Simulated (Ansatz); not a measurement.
Smearing, entropy and the zero-width energy in Fe3Co

Level of theory: Ansatz, DFT r2SCAN, scalar-relativistic, plane waves, PAW.

```yaml
crystal:
  lattice:
    - [4.02358, 0.00000, 0.00000]
    - [0.00000, 4.02358, 0.00000]
    - [0.00000, 0.00000, 2.82771]
  atoms:
    - { symbol: Fe, position: [0.50000, 0.50000, 0.00000] }
    - { symbol: Fe, position: [0.50000, 0.00000, 0.50000] }
    - { symbol: Fe, position: [0.00000, 0.50000, 0.50000] }
    - { symbol: Co, position: [0.00000, 0.00000, 0.00000] }
```

```json
{
  "plane-wave cutoff": "500 eV",
  "Γ-centred k-mesh": "10×10×14",
  "list of starting moments (μB, in atom order)": "2.96 3.16 3.16 2.11",
  "check for lower electronic states after the SCF": "asked for but not made"
}
```

The same metal under several smearings of width σ, on one mesh. F is the free energy, TS the smearing's entropy term for the cell of 4 atoms, and E = F + TS. Gaussian occupations are ½ erfc[(ε − μ)/σ], and N counts both spins.

```csv
rule,σ (eV),F − F(narrowest) (meV/atom),TS (meV/cell)
Fermi–Dirac,0.1,-5.889,51.386
Fermi–Dirac,0.3,-72.613,712.204
Gaussian,0.01,0.000,0.100
Gaussian,0.02,-0.033,0.327
Gaussian,0.1,-0.860,6.491
Gaussian,0.3,-8.052,71.158
```

Question: For a density of states N (both spins) that is flat over the smeared range, TS = Nσ²/2 (Gaussian) and (π²/3)Nσ² (Fermi–Dirac). What N does each run give?

Answer:
| rule | σ (eV) | N (states/eV a cell) |
| --- | --- | --- |
| Fermi–Dirac | 0.1 | 1.56 |
| Fermi–Dirac | 0.3 | 2.41 |
| Gaussian | 0.01 | 1.99 |
| Gaussian | 0.02 | 1.63 |
| Gaussian | 0.1 | 1.30 |
| Gaussian | 0.3 | 1.58 |

Equal entropy needs σ_Gauss = π√(2/3) σ_FD = 2.57 σ_FD, so a Fermi–Dirac width acts like a Gaussian one 2.57 times as large. At moderate widths N lies between 1.30 and 1.58. The drift shows structure in the density of states within the smeared window (a rise with width points to a dip at the Fermi level, a fall to a peak or a steep flank), or a mesh too coarse for the narrower widths. At the narrowest widths only the few mesh levels within σ of μ count, so N can scatter there.

Question: To second order F = E0 − TS/2 and E = E0 + TS/2. How well does E0 = (E + F)/2 undo the smearing?

Answer:
```csv
rule,σ (eV),F − E0(narrowest) (meV/atom),(E + F)/2 − E0(narrowest) (meV/atom)
Fermi–Dirac,0.1,-5.90,0.52
Fermi–Dirac,0.3,-72.63,16.40
Gaussian,0.01,-0.01,0.00
Gaussian,0.02,-0.04,0.00
Gaussian,0.1,-0.87,-0.06
Gaussian,0.3,-8.06,0.83
```

At Gaussian 0.3 eV the free energy is off by -8.06 meV/atom and the mean by 0.83. What remains is of order σ⁴ plus the mesh error of the narrowest run, which is no exact reference. Forces and stress are derivatives of F, not of E0, so they keep the σ² error.

7 further runs of this set aren't shown, and 4 didn't finish or converge.

Once the Fermi–Dirac widths are put on the Gaussian scale, the two rules tell one story: from Gaussian 0.1 eV upwards the apparent N rises steadily, from 1.30 to 2.41 states/eV a cell. The two narrowest runs break this order, probably because the mesh samples too few levels there. The rise suggests that the Fermi level lies in a shallow valley of the density of states, with more d weight entering as the window widens. This fits the usual picture of iron-rich bcc Fe–Co, in which exchange splitting nearly fills the majority d band and leaves the Fermi level near the minority pseudogap between bonding and antibonding d states.

The positive residuals of the averaged energy at the larger widths have the same origin, since a density of states that grows away from the Fermi level makes the entropy rise faster than σ² and the half-entropy correction overshoot. A weakening of the moments under broad smearing could add to this. The totals aren't resolved by spin, so the assignment to the minority channel remains an inference.
